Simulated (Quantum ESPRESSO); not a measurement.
Runs of Quantum ESPRESSO 7.5 on HgTe (Coloradoite). It takes space group F-43m (No. 216, cubic). The conventional cell has a = 6.429 Å, b = 6.429 Å, c = 6.429 Å, α = 90.00°, β = 90.00°, γ = 90.00°. Hg (site symmetry -43m) has 4 Te at 2.78 Å as nearest neighbours. Te (site symmetry -43m) is surrounded by 4 Hg at 2.78 Å. 

```tsv
task	level	potentials or basis	k mesh	cutoff (eV)	form of the LDA correlation	SCF threshold	symmetry	gap on the mesh (eV)	pressure (GPa)	V0 of scaled cells (Å³/atom)	B0 (GPa)
band structure	LDA	GBRV 1.5 LDA	7 × 7 × 7	612	PZ81	4e-10 Ry	-	none	(b)	-	-
single point	PBEsol	GBRV 1.5 PBEsol	7 × 7 × 7	612	-	4e-10 Ry	-	none	2.2	-	-
band structure	r2SCAN	SG15 PBE 1.2	5 × 5 × 5	952	-	1e-08 Ry	off	none	2.9	-	-
equation of state	PBEsol	GBRV 1.5 PBEsol	7 × 7 × 7	612	-	4e-10 Ry	-	-	-	34.78	42
equation of state	LDA	GBRV 1.5 LDA	7 × 7 × 7	612	PZ81	4e-10 Ry	-	-	-	(a)	48
band structure	PBEsol	GBRV 1.5 PBEsol	7 × 7 × 7	612	-	4e-10 Ry	-	none	2.2	-	-
```

Alike in all rows: no spin polarisation; cell as given; smearing fermi-dirac 0.05 eV.

**Question.** Fill in the values left out.

**Answer.** (a) 33.66; (b) 0.6.

Caveats: spin-orbit coupling is left out, which moves the levels of the heavy elements (some runs); the potentials were made for another functional, which shifts forces and pressure (some runs); some levels on the path didn't converge (some runs).

A k mesh can miss the band edges, and the runs leave out spin-orbit coupling on Hg, Te.

A gap of «none» marks a metal or a gap under the smearing width.

The runs don't all hold the same shells in valence.
